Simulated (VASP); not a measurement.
**SrCl2 in VASP: how settings move the PBE single point**

Aim: see what changed inputs do to the PBE single point of fluorite SrCl2, under +1.5 % biaxial strain in x and y, free along z.

Program: VASP 6.6.1. PAW datasets, plane waves. Spin-unpolarised throughout; all numbers are computed.

### Step 1. The system as given

The cell comes from an earlier relaxation with r2SCAN in another program, then strained, with the atoms relaxed again.

The symmetry is I4/mmm (No. 139, tetragonal); a = 5.021 Å, c = 6.943 Å in the conventional setting, 29.17 Å³ an atom. Around Sr lie 8 Cl at 3.05 Å; around Cl lie 4 Sr at 3.05 Å and 2 Cl at 3.47 Å.

The structure in full:

```
CELL_PARAMETERS angstrom
0.00000 3.55018 3.47149
3.55018 0.00000 3.47149
3.55018 3.55018 0.00000
ATOMIC_POSITIONS crystal
Sr 0.00000 0.00000 0.00000
Cl 0.25000 0.25000 0.25000
Cl 0.75000 0.75000 0.75000
```

### Step 2. Baseline

INCAR

```
ENCUT = 520.000000
SIGMA = 0.020000
EDIFF = 1.00e-07
GGA = PE
PREC = Accurate
IBRION = -1
ISIF = 2
ISMEAR = -1
NBANDS = 19
NELM = 120
NSW = 0
LASPH = .TRUE.
LCHARG = .FALSE.
LWAVE = .FALSE.
LREAL = .FALSE.
```

KPOINTS

```
KPOINTS created by Atomic Simulation Environment
0
Gamma
6 6 6
0 0 0
```

POSCAR

```
Sr Cl
 1.0000000000000000
     0.0000000000000000    3.5501838564999999    3.4714851996000000
     3.5501838564999999    0.0000000000000000    3.4714851996000000
     3.5501838564999999    3.5501838564999999    0.0000000000000000
 Sr  Cl
   1   2
Cartesian
  0.0000000000000000  0.0000000000000000  0.0000000000000000
  1.7750919282500000  1.7750919282500000  1.7357425998000005
  5.3252757847499996  5.3252757847499996  5.2072277994000009
```

A file KPOINTS_OPT adds named points for the levels; it doesn't enter the self-consistent loop.

Potentials: the recommended PBE PAW datasets, 24 valence electrons.

Run with:

```sh
mpirun -np 1 vasp_std
```

### Step 3. Variant 1

INCAR: that of step 2 with these lines changed.

```diff
@@ -9,3 +9,2 @@
 NBANDS = 19
-NELM = 120
 NSW = 0
@@ -14,2 +13,3 @@
 LWAVE = .FALSE.
-LREAL = .FALSE.
+LREAL = Auto
+NELM = 53
```

KPOINTS is that of step 2.

POSCAR is that of step 2.

### Step 4. Variant 2

INCAR

```
ENCUT = 520.000000
SIGMA = 0.020000
EDIFF = 1.00e-07
GGA = PE
IBRION = -1
ISIF = 2
ISMEAR = -1
NELM = 120
NSW = 0
LCHARG = .FALSE.
LWAVE = .FALSE.
LREAL = .FALSE.
PREC = High
LASPH = .FALSE.
NBANDS = 13
```

KPOINTS is that of step 2.

POSCAR is that of step 2.

### Step 5. Variant 3

INCAR: that of step 2 with these lines changed.

```diff
@@ -15 +15,4 @@
 LREAL = .FALSE.
+ISYM = 3
+ADDGRID = .TRUE.
+IVDW = 12
```

KPOINTS is that of step 2.

POSCAR is that of step 2.

### Step 6. Variant 4

INCAR: that of step 2 with these lines changed.

```diff
@@ -15 +15,3 @@
 LREAL = .FALSE.
+ISYM = 1
+IVDW = 12
```

KPOINTS is that of step 2.

POSCAR

```
Sr Cl
 1.0000000000000000
    -0.0000000000000000    3.4977180852531600    3.4977180852531600
     3.4977180852531600    0.0000000000000000    3.4977180852531600
     3.4977180852531600    3.4977180852531600    0.0000000000000000
 Sr  Cl
   1   2
Cartesian
  0.0000000000000000 -0.0000000000000000 -0.0000000000000000
  1.7488590426265800  1.7488590426265800  1.7488590426265800
  5.2465771278797408  5.2465771278797408  5.2465771278797408
```

### Step 7. Variant 5

INCAR: that of step 2 with these lines changed.

```diff
@@ -3,3 +3,2 @@
 EDIFF = 1.00e-07
-GGA = PE
 PREC = Accurate
@@ -15 +14,4 @@
 LREAL = .FALSE.
+METAGGA = MBJ
+AMIX = 0.2
+BMIX = 0.0001
```

KPOINTS is that of step 2.

POSCAR

```
Sr Cl
 1.0000000000000000
    -0.0000000000000000    3.4977180852531600    3.4977180852531600
     3.4977180852531600    0.0000000000000000    3.4977180852531600
     3.4977180852531600    3.4977180852531600    0.0000000000000000
 Sr  Cl
   1   2
Cartesian
  0.0000000000000000 -0.0000000000000000 -0.0000000000000000
  1.7488590426265800  1.7488590426265800  1.7488590426265800
  5.2465771278797408  5.2465771278797408  5.2465771278797408
```

What does the calculation give? Wanted: for each run, changed; ending; energy change; pressure; electronic steps; usable.

As calculated:

| run | changed | ending | energy change (meV/atom) | pressure (GPa) | gap on the mesh (eV; negative: overlap) | electronic steps | time | usable |
| --- | --- | --- | --- | --- | --- | --- | --- | --- |
| ref. | – | converged | 0 | 0.0 | 5.12 | 14 | 58 s | yes |
| 1 | LREAL = Auto, NELM = 53 | converged | -0.2 | 0.0 | 5.12 | 14 | 68 s | yes |
| 2 | PREC = High, LASPH = .FALSE., NBANDS = 13 | converged | 0.1 | 0.0 | 5.12 | 14 | 29 s | yes |
| 3 | ISYM = 3, ADDGRID = .TRUE., IVDW = 12 | crashed | – | – | – | 5 | 16 s | no |
| 4 | ISYM = 1, IVDW = 12 | converged | – | -0.5 | 5.31 | 14 | 34 s | yes |
| 5 | METAGGA = MBJ, AMIX = 0.2, BMIX = 0.0001 | not converged | – | – | – | 120 | 4.8 min | no |

What this shows: Of 5 altered inputs, 2 gave no result, 3 gave usable results. Among the usable ones with comparable energies, «LREAL = Auto, NELM = 53» moves the energy most, by -0.2 meV/atom.
